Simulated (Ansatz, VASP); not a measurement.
One calculation of SiO2, two programs

INCAR

```
  PREC = Accurate
  ENCUT = 520
  EDIFF = 1E-7
  ISMEAR = 0
  SIGMA = 0.05
  LREAL = False
  LASPH = True
  NELM = 60
  ALGO = Normal
  ISIF = 2
  LWAVE = False
  LCHARG = False
  GGA = PE
  NBANDS = 25
```

KPOINTS

```
Automatic mesh
0
Gamma
  6 6 6
```

The input POSCAR:

```
SiO2
1.0
   -2.4505350379      2.4505350379      3.5971559037
    2.4505350379     -2.4505350379      3.5971559037
    2.4505350379      2.4505350379     -3.5971559037
Si O
2 4
Direct
    0.0000000000      0.0000000000      0.0000000000
    0.7500000000      0.2500000000      0.5000000000
    0.9670112602      0.6250000000      0.8420112602
    0.3750000000      0.2170112602      0.3420112602
    0.7829887398      0.1250000000      0.1579887398
    0.8750000000      0.0329887398      0.6579887398
```

Input for Ansatz:

```yaml
crystal:
  lattice:
    - [-2.4505350379, 2.4505350379, 3.5971559037]
    - [2.4505350379, -2.4505350379, 3.5971559037]
    - [2.4505350379, 2.4505350379, -3.5971559037]
  atoms:
    - { symbol: Si, position: [0.0, 0.0, 0.0] }
    - { symbol: Si, position: [0.75, 0.25, 0.5] }
    - { symbol: O, position: [0.9670112602, 0.625, 0.8420112602] }
    - { symbol: O, position: [0.375, 0.2170112602, 0.3420112602] }
    - { symbol: O, position: [0.7829887398, 0.125, 0.1579887398] }
    - { symbol: O, position: [0.875, 0.0329887398, 0.6579887398] }
basis:
  ecutwfc: 420
kpoints:
  mp_grid: { grid: [6, 6, 6] }
hamiltonian:
  xc: pbe
scf:
  occupations: { method: gaussian, width: 0.05 }
output:
  forces: true
  stress: true
  eigenvalues: true
```

Change from the starting cell: strain -0.025 along x and y, -0.025 along z, atoms carried along.

Alike in both runs: task single point; functional PBE; k mesh 6 × 6 × 6; occupations gaussian, width 0.05 eV; no spin polarisation.

|  | VASP | Ansatz |
| --- | --- | --- |
| version | VASP 6.6.1 | Ansatz 0.2.0 |
| potentials or method | VASP PAW PBE potentials, release 64 (Si, O) | scalar-relativistic, plane waves, PAW |
| plane-wave cutoff (eV) | 520 | 420 |
| valence electrons in the cell | 32 | 32 |

|  | VASP | Ansatz | Ansatz less VASP |
| --- | --- | --- | --- |
| gap on the k mesh at the Fermi level (eV) | 6.13 | 6.13 | -0.001 |
| least direct gap on the mesh (eV) | 6.13 | 6.13 | -0.001 |
| pressure (GPa) | 13.7 | 13.5 | -0.17 |
| largest component of the traceless stress (GPa) | 0.11 | 0.14 | +0.033 |
| rms of the force components (eV/Å) | 0.395 | 0.396 | +0.0008 |

Atom by atom the forces differ by 0.001 eV/Å (rms over components).

A k mesh can miss the band edges.
